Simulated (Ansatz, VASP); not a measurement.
# Al2SiCN2 in two plane-wave programs

Aim: how closely do two programs agree when they are given the same cell, functional and k mesh? The structure shown is frame 113 of Ansatz's trajectory.

Calculated with Ansatz 0.2.0; plane waves, with VASP 6.6.1 beside it; single point at PBE with D3(BJ).

## Step 1: The structure

The cell holds 78 atoms: 26 Al, 26 N, 13 Si and 13 C. Its edges and angles: a = 11.231 Å, b = 11.231 Å, c = 20.350 Å, α = 90.0°, β = 90.0°, γ = 120.0°. As first built, before any earlier steps moved the atoms (in the runner's words): h-AlN (a = 3.13 A) under h-SiC (a = 3.1 A), alternating trilayer, commensurate cell of 13 unit cells a layer, twist 27.80 deg, both strained to the mean lattice constant; facing atoms 3.16, 3.19 A apart;; flat layers, displaced by a Gaussian of 0.01 A. Vacuum lies along c.

Structure file:

```cif
data_structure
_symmetry_space_group_name_H-M 'P 1'
_symmetry_Int_Tables_number 1
_cell_length_a 11.2313
_cell_length_b 11.2313
_cell_length_c 20.3500
_cell_angle_alpha 90.000
_cell_angle_beta 90.000
_cell_angle_gamma 120.000
_cell_volume 2223.08
loop_
_atom_site_label
_atom_site_type_symbol
_atom_site_fract_x
_atom_site_fract_y
_atom_site_fract_z
_atom_site_occupancy
Al1 Al 0.14339 0.18838 0.36902 1
Al2 Al 0.22270 0.49953 0.34654 1
Al3 Al 0.30251 0.80578 0.33543 1
Al4 Al 0.38101 0.11018 0.36447 1
Al5 Al 0.45585 0.41939 0.35540 1
Al6 Al 0.52345 0.72003 0.32398 1
Al7 Al 0.60570 0.03414 0.34171 1
Al8 Al 0.68188 0.33620 0.33946 1
Al9 Al 0.76224 0.64384 0.33619 1
Al10 Al 0.83288 0.94761 0.33773 1
Al11 Al 0.90175 0.24617 0.35042 1
Al12 Al 0.98879 0.57490 0.36348 1
Al13 Al 0.06677 0.87550 0.33815 1
Al14 Al 0.11138 0.17388 0.66542 1
Al15 Al 0.18450 0.48219 0.67054 1
Al16 Al 0.26349 0.78980 0.64757 1
Al17 Al 0.34476 0.10116 0.64425 1
Al18 Al 0.41256 0.40095 0.64531 1
Al19 Al 0.49349 0.70946 0.65680 1
Al20 Al 0.57748 0.02013 0.64507 1
Al21 Al 0.64758 0.32674 0.66264 1
Al22 Al 0.72662 0.63473 0.65076 1
Al23 Al 0.80480 0.94429 0.66440 1
Al24 Al 0.87635 0.25034 0.66754 1
Al25 Al 0.95643 0.56098 0.65479 1
Al26 Al 0.03663 0.87129 0.63296 1
N27 N 0.19843 0.05234 0.36649 1
N28 N 0.27173 0.36901 0.35475 1
N29 N 0.34492 0.67309 0.31964 1
N30 N 0.43300 0.98490 0.35023 1
N31 N 0.50270 0.28862 0.34630 1
N32 N 0.57640 0.59454 0.33517 1
N33 N 0.65286 0.89676 0.33192 1
N34 N 0.73713 0.21025 0.32596 1
N35 N 0.81040 0.51524 0.34276 1
N36 N 0.89204 0.82978 0.33113 1
N37 N 0.96458 0.12691 0.34980 1
N38 N 0.02727 0.42790 0.37376 1
N39 N 0.11921 0.74736 0.33779 1
N40 N 0.16739 0.04684 0.64895 1
N41 N 0.23788 0.35619 0.66836 1
N42 N 0.31386 0.66299 0.66811 1
N43 N 0.39953 0.97481 0.62969 1
N44 N 0.46797 0.27493 0.65373 1
N45 N 0.54740 0.58562 0.63772 1
N46 N 0.62619 0.89183 0.66369 1
N47 N 0.70353 0.20034 0.65605 1
N48 N 0.77146 0.50461 0.66946 1
N49 N 0.85270 0.81867 0.63771 1
N50 N 0.93260 0.12192 0.67909 1
N51 N 0.00853 0.42863 0.66801 1
N52 N 0.08362 0.74075 0.64894 1
Si53 Si 0.74608 0.10027 0.49730 1
Si54 Si 0.67272 0.33168 0.49743 1
Si55 Si 0.43655 0.02182 0.51515 1
Si56 Si 0.58970 0.56140 0.51740 1
Si57 Si 0.36381 0.25797 0.50004 1
Si58 Si 0.13201 0.95483 0.48248 1
Si59 Si 0.51409 0.78694 0.49927 1
Si60 Si 0.27546 0.48357 0.49875 1
Si61 Si 0.05350 0.18336 0.51027 1
Si62 Si 0.82106 0.86729 0.51194 1
Si63 Si 0.20858 0.72741 0.49224 1
Si64 Si 0.98914 0.41327 0.46559 1
Si65 Si 0.89651 0.63774 0.49489 1
C66 C 0.79432 0.27738 0.48248 1
C67 C 0.72178 0.51078 0.51036 1
C68 C 0.48784 0.20363 0.50325 1
C69 C 0.64667 0.74575 0.50156 1
C70 C 0.40815 0.43439 0.51255 1
C71 C 0.17931 0.13530 0.49696 1
C72 C 0.56318 0.97282 0.50903 1
C73 C 0.33412 0.66810 0.48994 1
C74 C 0.10197 0.36074 0.50625 1
C75 C 0.87606 0.04970 0.51028 1
C76 C 0.25359 0.89797 0.49431 1
C77 C 0.02348 0.58710 0.47787 1
C78 C 0.95108 0.81986 0.49322 1
```

## Step 2: Ansatz: dynamics, PBE with D3(BJ)

Ansatz runs on its default PAW (the set named soft_2) files.

One frame of this run of dynamics is then solved in both programs, so the motion causes no difference.

Input file input.yaml:

```yaml
crystal:
  lattice:
    - [11.2313, 0.0, 0.0]
    - [-5.61565, 9.72659, 0.0]
    - [0.0, 0.0, 20.35]
  atoms:
    - { symbol: Al, position: [0.12798, 0.18092, 0.34372] }
    - { symbol: "N", position: [0.18081, 0.05408, 0.34386] }
    - { symbol: Al, position: [0.20471, 0.48672, 0.34397] }
    - { symbol: "N", position: [0.25641, 0.36052, 0.3434] }
    - { symbol: Al, position: [0.28129, 0.79293, 0.34316] }
    - { symbol: "N", position: [0.335, 0.66666, 0.34347] }
    - { symbol: Al, position: [0.36022, 0.10377, 0.3441] }
    - { symbol: "N", position: [0.4109, 0.97546, 0.34398] }
    - { symbol: Al, position: [0.43562, 0.40891, 0.34387] }
    - { symbol: "N", position: [0.48672, 0.28079, 0.3434] }
    - { symbol: Al, position: [0.51078, 0.71725, 0.34462] }
    - { symbol: "N", position: [0.56373, 0.59031, 0.3438] }
    - { symbol: Al, position: [0.58991, 0.02646, 0.34548] }
    - { symbol: "N", position: [0.64104, 0.89613, 0.3446] }
    - { symbol: Al, position: [0.66822, 0.33354, 0.34371] }
    - { symbol: "N", position: [0.71905, 0.20637, 0.34386] }
    - { symbol: Al, position: [0.74418, 0.64006, 0.34406] }
    - { symbol: "N", position: [0.794, 0.51435, 0.34368] }
    - { symbol: Al, position: [0.82047, 0.94775, 0.34418] }
    - { symbol: "N", position: [0.8731, 0.82257, 0.34408] }
    - { symbol: Al, position: [0.89691, 0.25609, 0.34439] }
    - { symbol: "N", position: [0.9505, 0.12856, 0.34413] }
    - { symbol: Al, position: [0.9744, 0.56356, 0.3434] }
    - { symbol: "N", position: [0.02653, 0.43619, 0.34447] }
    - { symbol: Al, position: [0.04861, 0.87022, 0.34368] }
    - { symbol: "N", position: [0.10086, 0.74307, 0.34355] }
    - { symbol: Si, position: [0.74265, 0.10177, 0.49897] }
    - { symbol: C, position: [0.79273, 0.28142, 0.4996] }
    - { symbol: Si, position: [0.66748, 0.33475, 0.49911] }
    - { symbol: C, position: [0.71733, 0.51027, 0.49931] }
    - { symbol: Si, position: [0.43602, 0.0239, 0.49989] }
    - { symbol: C, position: [0.48523, 0.20417, 0.49902] }
    - { symbol: Si, position: [0.58872, 0.56305, 0.49934] }
    - { symbol: C, position: [0.6409, 0.74371, 0.49962] }
    - { symbol: Si, position: [0.36035, 0.25551, 0.49883] }
    - { symbol: C, position: [0.40867, 0.43508, 0.49849] }
    - { symbol: Si, position: [0.12791, 0.94792, 0.49895] }
    - { symbol: C, position: [0.17917, 0.12846, 0.49887] }
    - { symbol: Si, position: [0.51203, 0.79391, 0.49961] }
    - { symbol: C, position: [0.56516, 0.97378, 0.49939] }
    - { symbol: Si, position: [0.28098, 0.48515, 0.49981] }
    - { symbol: C, position: [0.33441, 0.66727, 0.49838] }
    - { symbol: Si, position: [0.05113, 0.17984, 0.49918] }
    - { symbol: C, position: [0.10163, 0.35962, 0.49946] }
    - { symbol: Si, position: [0.81839, 0.87033, 0.49936] }
    - { symbol: C, position: [0.87206, 0.05157, 0.49903] }
    - { symbol: Si, position: [0.2062, 0.71883, 0.4987] }
    - { symbol: C, position: [0.25496, 0.89579, 0.49956] }
    - { symbol: Si, position: [0.97387, 0.40946, 0.49995] }
    - { symbol: C, position: [0.02377, 0.59061, 0.4997] }
    - { symbol: Si, position: [0.89683, 0.63972, 0.49965] }
    - { symbol: C, position: [0.94947, 0.82094, 0.49886] }
    - { symbol: Al, position: [0.12889, 0.17979, 0.65564] }
    - { symbol: "N", position: [0.17958, 0.05173, 0.65579] }
    - { symbol: Al, position: [0.20549, 0.48863, 0.65736] }
    - { symbol: "N", position: [0.25555, 0.3581, 0.65614] }
    - { symbol: Al, position: [0.28168, 0.79293, 0.65542] }
    - { symbol: "N", position: [0.33346, 0.66715, 0.65567] }
    - { symbol: Al, position: [0.35839, 0.1034, 0.65748] }
    - { symbol: "N", position: [0.41021, 0.97368, 0.65668] }
    - { symbol: Al, position: [0.43663, 0.41091, 0.6561] }
    - { symbol: "N", position: [0.48731, 0.28141, 0.65611] }
    - { symbol: Al, position: [0.51269, 0.71735, 0.65588] }
    - { symbol: "N", position: [0.56454, 0.59034, 0.6558] }
    - { symbol: Al, position: [0.59014, 0.02712, 0.65506] }
    - { symbol: "N", position: [0.64206, 0.89824, 0.65607] }
    - { symbol: Al, position: [0.66701, 0.3328, 0.65605] }
    - { symbol: "N", position: [0.71725, 0.20473, 0.65662] }
    - { symbol: Al, position: [0.74478, 0.64016, 0.65549] }
    - { symbol: "N", position: [0.79507, 0.51182, 0.65623] }
    - { symbol: Al, position: [0.82016, 0.94861, 0.65572] }
    - { symbol: "N", position: [0.87236, 0.82106, 0.65555] }
    - { symbol: Al, position: [0.89753, 0.25649, 0.6558] }
    - { symbol: "N", position: [0.94861, 0.12768, 0.6552] }
    - { symbol: Al, position: [0.9764, 0.56507, 0.65505] }
    - { symbol: "N", position: [0.02541, 0.43562, 0.65602] }
    - { symbol: Al, position: [0.05164, 0.87228, 0.65586] }
    - { symbol: "N", position: [0.10334, 0.74323, 0.65537] }
kpoints:
  mp_grid: { grid: [1, 1, 1] }
hamiltonian:
  xc: pbe
  dispersion: d3bj
scf:
  occupations: { method: fixed }
output:
  forces: true
md:
  timestep: 1.0
  n_steps: 340
  ensemble: nve
  temperature: 400
  initial_velocities: maxwell_boltzmann
  seed: 4136
```

The run is started by

```console
ansatz run input.yaml --threads 4 --pin off --max-ram 8192MiB --backend cpu --events-out ev --progress --plain --runs-dir out
```

Numbers of over 12 decimals in the logs are rounded to 6 here.

The log of the run:

```text
Warning: md: disabling space-group detection — thermal motion breaks the input geometry's symmetry, so no spatial operation reduces the k-mesh or symmetrises the density; time reversal is kept, so that k and −k are solved as one point where they differ and the mesh holds both, and exact exchange and, on two spinor components, a DFT+U term hold to it where the run has them: on two components no moment then forms, and  [...]
Engine: ansatz 0.2.0, aarch64-unknown-linux-gnu
Pseudopotentials: kind: paw
Pseudopotential: Al, paw, valence charge 3, recommended cutoff 420 eV (normal), Al.paw.azcp
Pseudopotential: N, paw, valence charge 5, recommended cutoff 420 eV (normal), N.paw.azcp
Pseudopotential: Si, paw, valence charge 4, recommended cutoff 420 eV (normal), Si.paw.azcp
Pseudopotential: C, paw, valence charge 4, recommended cutoff 420 eV (normal), C.paw.azcp
Functional definition: PBE
  parameter kappa = 0.804
  parameter beta = 0.066725
  exchange = pbe_x(kappa = kappa, mu = beta*pi^2/3)
  correlation = pbe_c(beta = beta)
Crystal: 78 atoms, lattice volume = 2223.080 Å³
Basis set: ecut = 420 eV, 43467 PW (Γ), exchange–correlation on 160×160×288 points (8 copies of the dense FFT grid, shifted against one another)
Bands: 234, of which v1, the nominal top of the filled ones, is band 156 counted from 1 (155 counted from 0)
Symmetry: 1 space group operations
k-points: 1
Non-local potential: Al, projectors of the file, l = 0: 2, l = 1: 2, l = 2: 1
Non-local potential: N, projectors of the file, l = 0: 2, l = 1: 2, l = 2: 1
Non-local potential: Si, projectors of the file, l = 0: 2, l = 1: 2, l = 2: 2
Non-local potential: C, projectors of the file, l = 0: 2, l = 1: 2, l = 2: 1
PAW form: soft (Blöchl's): semilocal exchange-correlation on the pseudo side does not see the compensation charge
PAW one-centre angular grid: Al, 110 points (default); XC on 64 Gauss nodes
PAW one-centre angular grid: N, 110 points (default); XC on 64 Gauss nodes
PAW one-centre angular grid: Si, 110 points (default); XC on 64 Gauss nodes
PAW one-centre angular grid: C, 110 points (default); XC on 64 Gauss nodes
Initial density: superposition of atomic densities (neutral atoms: chi_scale 0, normalization atom), corrected by the library's trained network
Initial wavefunctions: pseudopotential atomic-orbital guess
Functional: x = pbe(κ = 0.804, μ = 0.219515), c = pbe(β = 0.066725)
SCF iter   1: F=—  HF=-35536.198877 eV  |F-HF|=—  |Δ(HF+E_count)|=         —  Δρ=2.05e-3  dr2=2.30e-1  ethr=1.77e-3  ⟨swp⟩=6.0  Hψ=958  notcnv=0  defer=74
preconditioner: auto → Resta (q_TF=auto, 1.967 Å⁻¹)  ε∞=2.7  [insulator: Δε(μ)=1.654 eV  Ē_g=10.727 eV  n_scr=312 (ndim 8)  ℏωp=13.9 eV  f_vac=0.487  ε∞_Penn≈2.7  vacuum switching on, ρ_ref=8.3e-3 e/Å³]
SCF iter   2: F=—  HF=-35536.181720 eV  |F-HF|=—  |Δ(HF+E_count)|=   1.72e-2  Δρ=1.13e-3  dr2=3.27e-2  ethr=7.36e-5  ⟨swp⟩=2.0  Hψ=292  notcnv=0  defer=76
SCF iter   3: F=—  HF=-35536.192479 eV  |F-HF|=—  |Δ(HF+E_count)|=   1.08e-2  Δρ=5.16e-4  dr2=6.93e-3  ethr=1.05e-5  ⟨swp⟩=3.0  Hψ=290  notcnv=0  defer=42
automatic band count: iteration 3 solves 200 bands in place of 234: the levels show a gap, and the empty bands left out lie too high to hold charge; the band table lists the bands solved (type scf.n_extra_bands for more)
SCF iter   4: F=—  HF=-35536.193350 eV  |F-HF|=—  |Δ(HF+E_count)|=   8.71e-4  Δρ=1.99e-4  dr2=1.02e-3  ethr=2.22e-6  ⟨swp⟩=2.0  Hψ=321  notcnv=0  defer=42
SCF iter   5: F=—  HF=-35536.193404 eV  |F-HF|=—  |Δ(HF+E_count)|=   5.37e-5  Δρ=5.14e-5  dr2=5.10e-5  ethr=3.27e-7  ⟨swp⟩=2.0  Hψ=318  notcnv=0  defer=41
SCF iter   6: F=—  HF=-35536.194415 eV  |F-HF|=—  |Δ(HF+E_count)|=   1.01e-3  Δρ=3.16e-5  dr2=2.43e-5  ethr=1.63e-8  ⟨swp⟩=2.0  Hψ=319  notcnv=0  defer=40
SCF iter   7: F=—  HF=-35536.194417 eV  |F-HF|=—  |Δ(HF+E_count)|=   1.44e-6  Δρ=6.36e-6  dr2=9.18e-7  ethr=7.79e-9  ⟨swp⟩=2.0  Hψ=309  notcnv=0  defer=40
SCF iter   8: F=—  HF=-35536.194417 eV  |F-HF|=—  |Δ(HF+E_count)|=   6.62e-7  Δρ=2.43e-6  dr2=1.32e-7  ethr=2.94e-10  ⟨swp⟩=2.0  Hψ=319  notcnv=0  defer=40
SCF iter   9: F=-35536.194418 eV  HF=-35536.194418 eV  |F-HF|=5.13e-9  |Δ(HF+E_count)|=   5.25e-8  Δρ=8.38e-7  dr2=1.55e-8  ethr=2.50e-11  ⟨swp⟩=4.0  Hψ=670  notcnv=0
SCF 1 converged in 9 iterations: F = -35536.194418 eV  dr2 = 1.55e-8
  greatest PAW one-centre occupation: 0.793 electrons in one spin orbital (limit 2), on the N atom at site 19 (counted from 0), in its partial waves of l = 0
[...]
md step   334: t =   334.00 fs  T =   324.3 K  F+E_penalty+E_count = -35535.43472654 eV  E_kin = 3.227896 eV  conserved = -35532.20683092 eV  (3 SCF iters)
[...]
md step   335: t =   335.00 fs  T =   324.1 K  F+E_penalty+E_count = -35535.43258912 eV  E_kin = 3.225779 eV  conserved = -35532.20680966 eV  (3 SCF iters)
[...]
md step   336: t =   336.00 fs  T =   324.7 K  F+E_penalty+E_count = -35535.43890531 eV  E_kin = 3.232118 eV  conserved = -35532.20678699 eV  (4 SCF iters)
[...]
md step   337: t =   337.00 fs  T =   326.2 K  F+E_penalty+E_count = -35535.45392962 eV  E_kin = 3.247148 eV  conserved = -35532.20678112 eV  (3 SCF iters)
[...]
md step   338: t =   338.00 fs  T =   328.6 K  F+E_penalty+E_count = -35535.47762306 eV  E_kin = 3.270810 eV  conserved = -35532.20681304 eV  (3 SCF iters)
[...]
md step   339: t =   339.00 fs  T =   331.8 K  F+E_penalty+E_count = -35535.50936177 eV  E_kin = 3.302465 eV  conserved = -35532.20689671 eV  (3 SCF iters)
[...]
md step   340: t =   340.00 fs  T =   335.6 K  F+E_penalty+E_count = -35535.54772627 eV  E_kin = 3.340690 eV  conserved = -35532.20703605 eV  (8 SCF iters)
SCF converged after 8 iterations
Free energy (F): -35535.547726 eV
Harris-Foulkes:  -35535.547726 eV  (|F-HF|=1.32e-8)
Internal energy: -35535.547726 eV  (E = F + TS)
E sigma→0 (E₀):  -35535.547726 eV
Fermi energy:    0.092678 eV
--- Per-component energies (eV) ---
  E_band       = -1763.005182
  E_kinetic    = 5749.511013
  E_local      = -96941.721421  (includes V_loc(G=0)·N_el)
  E_nonlocal   = 2120.576297
  E_hartree    = 46080.029310
  E_xc         = -3952.014552
  E_vxc        = -4136.767850  (∫ρ·V_xc dr)
  E_paw        = -23422.028858  (= ΣΔE_a)
  E_vpaw       = -714.671613  (= ΣTr[D̂ρ^β])
  E_aug_tail   = 0.002649  (compensation charges beyond the density's cutoff)
  E_ewald      = 34844.438489
  E_disp       = -14.340653  (pairwise vdW)
  E_smearing   = -0.000000  (= −TS)
  E_closure    = 0.000000  (closes the sum)
  Σ components = -35535.547726   (vs F -35535.547726, Δ=0.00e0)
--- Forces (eV/Å), atoms counted from 1 ---
  atom   1  Al    -1.07810542     0.27823627    -0.39062534
  atom   2  N     -0.36520292    -0.46603404    -1.05319431
  atom   3  Al     0.61040052    -0.99155312    -0.35030854
  atom   4  N      0.03481894     0.47019794     0.22097170
  atom   5  Al     0.27569100     0.26670714     0.07298242
  atom   6  N     -1.98041011    -1.47560666    -0.23508787
  atom   7  Al     0.43282461     1.08292636    -0.26001457
  atom   8  N      1.28810165     0.12715210     0.08902175
  atom   9  Al    -0.91312346     0.24199328    -0.22913810
  atom  10  N      0.48375194     1.38190539     0.48802207
  atom  11  Al     2.07937440     0.08718095     0.04340775
  atom  12  N     -0.02224930     0.44021507     0.16062292
  atom  13  Al    -1.05547541    -0.31130955    -0.16284890
  atom  14  N     -0.11719136     0.07292049    -0.33239443
  atom  15  Al    -0.15923697    -0.33789329    -0.36743176
  atom  16  N      0.37362628     0.26530462    -0.08864397
  atom  17  Al    -1.63429870    -0.17925396    -0.23344208
  atom  18  N      1.09138725    -0.89844167    -0.09022579
  atom  19  Al     0.24215163    -0.03484864     0.50781662
  atom  20  N      1.59615341     0.37420981    -0.23193165
  atom  21  Al     0.02993072     0.50272277    -0.08281363
  atom  22  N     -0.11549360     0.00697817     0.02693783
  atom  23  Al     0.76293744    -0.59663139    -0.13482453
  atom  24  N      0.12230909     0.60807062     0.09964627
[...]
atom  71  Al    -0.06680674     0.81921175    -0.42283531
  atom  72  N      0.32618775     0.07461895    -1.08547279
  atom  73  Al     0.05572643    -0.09079240     0.31000748
  atom  74  N     -0.17369190    -0.57320546     0.08916929
  atom  75  Al     0.29437374     0.35171847     0.31515342
  atom  76  N     -1.34609911     0.93561887    -0.12917316
  atom  77  Al    -0.04220880     1.01155298     0.48806062
  atom  78  N      1.31758989    -1.26547136    -0.35839271
  max |Σ_I F_I| component: 6.10e-5 eV/Å
--- MD trajectory: 340 steps, t = 0.0 → 340.0 fs ---
  final state: T = 335.6 K   F+E_penalty+E_count = -35535.54772627 eV   E_kin = 3.340690 eV
  conserved energy: peak-to-peak 1.132e-2 eV (1.452e-4 eV/atom) over 340.0 fs
```

(Part 1 of 2 ends here.)

[Lines on the potential files, build, host, timing and source positions are cut from VASP's logs without a mark.]

[Logs are printed without paths, hosts, clocks, repeated set-up lines and the standing remarks that a program may print on its own settings, such as how far it seeks lower states.]

[Hosts, paths, dates, database ids (printed as entryN), source tags and the programs' standing remarks are cut or masked in the printed files.]
